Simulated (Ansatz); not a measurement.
## WC (P-6m2), an elastic constant from a strain scan

The calculation used DFT PBEsol, scalar-relativistic, plane waves, PAW in Ansatz. Settings: plane waves to 420 eV, k-mesh 24×24×22 (Γ-centred), Gaussian smearing 0.15 eV. Spin–orbit coupling is left out, which can shift energies with elements as heavy as these. No spin polarisation. Energies are free energies at this smearing, counted from the undisturbed cell; pressure is positive in compression.

Reference structure (relaxed at this level):

```
W C
1.0
     2.89841    0.00000    0.00000
    -1.44921    2.51010    0.00000
     0.00000    0.00000    2.82761
W C
1 1
Direct
  0.00000 0.00000 0.00000
  0.66667 0.33333 0.50000
```

The cell is strained by ε times the Voigt pattern (1, 0, 0, 0, 0, 0) (xx, yy, zz, yz, xz, xy; engineering shear) with fractional coordinates fixed. The cell holds 2 atoms in V0 = 20.57 Å³. The stress column is τ = (1/V0) dE/dε, got from the stress tensor σ (compression positive) at each point as −det(1 + εP) σ : P(1 + εP)⁻¹, with P the pattern as a tensor.

```
      ε  ΔE (meV/atom)  τ (GPa)
-0.0400         43.013  -35.060
-0.0300         23.665  -25.338
-0.0200         10.327  -16.323
 0.0000          0.000   -0.145
 0.0100          2.261    7.099
 0.0300         19.876   20.004
 0.0400              ?        ?
```

Which combination of elastic constants does this scan measure, and how large is it?

For small ε, τ = τ0 + Kε with K = pᵀCp, which for this pattern is C11 in the Cartesian frame shown. The parabola through τ at ε = -0.0200, 0 and 0.0100 has slope K = 753 GPa at zero. The energies per cell, E = NΔE, of the same two points give K = 2[E(ε₊)/ε₊ − E(ε₋)/ε₋]/[(ε₊ − ε₋)V0] = 771 GPa, in agreement. These are clamped-ion values.

Predict the withheld row at ε = 0.0400 from the harmonic law, and compare.

ΔE = V0(τ0 ε + Kε²/2)/N = 38.280 meV/atom and τ = 29.96 GPa. The calculation gives 34.586 meV/atom and 25.75 GPa: the energy lies 10 % below the harmonic value, as bonds soften when stretched.

Forces appear on the atoms along this scan, and letting them relax would lower the energy and soften the response. In a metal these slopes depend on the k mesh and the smearing.